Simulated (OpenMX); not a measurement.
Au:

```
Au
1.0
     2.74841    0.00000    0.00000
     0.00000    2.74841    0.00000
     0.00000    0.00000    2.74841
Au
1
Direct
  0.50000 0.50000 0.50000
```

The cell was built by a generator and needn't be a form met in nature.

Base run:

```yaml
Program: OpenMX 3.8.5
Functional: PBE
Dispersion: D3(BJ)
Potentials_or_basis: OpenMX 2013 PBE set, Au7.0-s3p2d2f1, grid cutoff 400 Ry
k_mesh: 7 × 7 × 7
Occupations: fermi-dirac, width 0.05 eV
Spin: no spin polarisation
```

Its results: band gap on the k mesh none (metal or under the smearing width); pressure -3.2 GPa.

The run is repeated on the same cell with these changes: dispersion from D3(BJ) to D3. What comes out?

Band gap on the k mesh none (metal or under the smearing width); pressure -5.1 GPa.

Caveats: the basis of atomic orbitals isn't converged, which shifts pressures, moduli and gaps; pairwise dispersion overbinds metals, which lowers pressure and volume.
